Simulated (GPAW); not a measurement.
The system is Sn.

```
Sn
1.0
    -1.66644    1.70779    2.18280
     1.79387   -1.85892    2.39165
     1.69371    1.88544   -2.29756
Sn
1
Direct
  0.00000 0.00000 0.00000
```

This isn't the form of Sn at room conditions, which is tetragonal (white tin).

The cell isn't the ideal one: cell sheared at random, sigma 0.06, atoms nudged by 0.01 Å.

- Program: GPAW 26.7.0
- Task: relaxation of cell and atoms
- Functional: revPBE
- Dispersion: D3(BJ)
- Potentials or basis: the program's PAW data sets (release 1.2.1) made for this functional
- Cutoff: 600 eV
- Basis: pw
- k mesh: 8 × 8 × 9
- Occupations: fermi-dirac, width 0.05 eV
- Spin: no spin polarisation

At the start: pressure -3.7 GPa; volume 28.61 Å³/atom.

**Question.** How do energy, volume and symmetry change on relaxing?

**Answer.** Over 8 steps the energy falls by 66.2 meV/atom and the volume is 26.01 Å³/atom (-9.1 %); space group I4/mmm (No. 139, to 0.05 Å).

The path:
```tsv
step	energy change (eV)	largest force (eV/Å)	pressure (GPa)	volume (Å³)
1	0.0000	0.0000	-3.74	28.61
2	-0.0234	0.0000	-2.75	27.80
3	-0.0564	0.0000	2.42	25.03
4	-0.0620	0.0000	0.37	25.86
5	-0.0643	0.0000	0.25	25.90
6	-0.0661	0.0000	-0.01	26.01
7	-0.0661	0.0000	-0.03	26.02
8	-0.0662	0.0000	-0.03	26.01
```

Final structure:
```xyz
1
Lattice="-1.7301 1.7237 2.2047 1.7284 -1.7352 2.2005 1.7080 1.7133 -2.2092" Properties=species:S:1:pos:R:3 pbc="T T T"
Sn    0.0000    0.0000    0.0000
```

Caveat: later steps reuse the first step's grids; pairwise dispersion overbinds metals, which lowers pressure and volume.
